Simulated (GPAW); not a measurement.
Runs of GPAW 26.7.0 on GaN. Symmetry: F-43m, No. 216, cubic system. The conventional cell has a = 4.507 Å, b = 4.507 Å, c = 4.507 Å, α = 90.00°, β = 90.00°, γ = 90.00°. Around Ga (site symmetry -43m) lie 4 N at 1.95 Å. Around N (site symmetry -43m) lie 4 Ga at 1.95 Å. The cell is a database's computed one.

| task | level | potentials or basis | spin | k mesh | cutoff (eV) | smearing | maxiter | response ecut | response k mesh | response bands | kernels | mesh quality | gap on the mesh (eV) | pressure (GPa) | V0 of scaled cells (Å³/atom) | B0 (GPa) |
| --- | --- | --- | --- | --- | --- | --- | --- | --- | --- | --- | --- | --- | --- | --- | --- | --- |
| equation of state | AM05 | PAW data sets generated in the run's folder for this functional, pw | off | 10 × 10 × 10 | 800 | fermi-dirac 0.05 eV | 150 | - | - | - | - | not flagged | - | - | 11.85 | 197 |
| dielectric tensor | LDA | the program's PAW data sets (release 1.2.1) made for this functional, pw | off | 8 × 8 × 8 | 600 | fermi-dirac 0.001 eV | 150 | 80 eV | 26 × 26 × 26 | 24 | ["RPA"] | not flagged | 1.84 | - | - | - |
| single point | BHandHLYP | GPAW PAW data sets (gpaw-data 1.2.1), pw | off | 5 × 5 × 5 | 600 | fermi-dirac 0.05 eV | 60 | - | - | - | - | coarse | (a) | - | - | - |
| band structure | PW91 | PAW data sets generated in the run's folder for this functional, pw | SOC, no magnetisation | 10 × 10 × 10 | 800 | fermi-dirac 0.05 eV | 150 | - | - | - | - | not flagged | 1.84 | 11.5 | - | - |
| equation of state | PBEsol | PAW data sets generated in the run's folder for this functional, pw | off | 10 × 10 × 10 | 800 | fermi-dirac 0.05 eV | 150 | - | - | - | - | not flagged | - | - | 11.84 | (b) |
| equation of state | PBEsol+D3 | PAW data sets generated in the run's folder for this functional, pw | off | 10 × 10 × 10 | 800 | fermi-dirac 0.05 eV | 150 | - | - | - | - | not flagged | - | - | 11.69 | 206 |
| single point | LDA | the program's PAW data sets (release 1.2.1) made for this functional, pw | off | 8 × 8 × 8 | 600 | fermi-dirac 0.05 eV | 120 | - | - | - | - | not flagged | 1.84 | -5.1 | - | - |

Alike in all rows: cell as given.

**Question.** Estimate the missing entries.

**Answer.** (a) 6.00; (b) 199.

Caveats: some runs use coarse meshes; the data sets keep Ga 3d, Li 1s and Be 1s frozen, and some such compounds lay over 1.5 % in volume off other programs (some runs); the long-wavelength limit can be off by a per cent or two (some runs); the PAW data sets were made with another functional, which shifts forces and pressure a little (some runs); spin-orbit coupling was added after a scalar SCF, so levels and gaps hold it while energy, forces, pressure and moments don't (some runs); this program's spin-orbit splittings come out too wide for heavy elements (some runs); the cutoff is short for stress and forces, so pressures can be off by a GPa or more (some runs).

A k mesh can miss the band edges, and rows without SOC leave out spin-orbit coupling on Ga.

Runs at the PBE level aren't shown here.
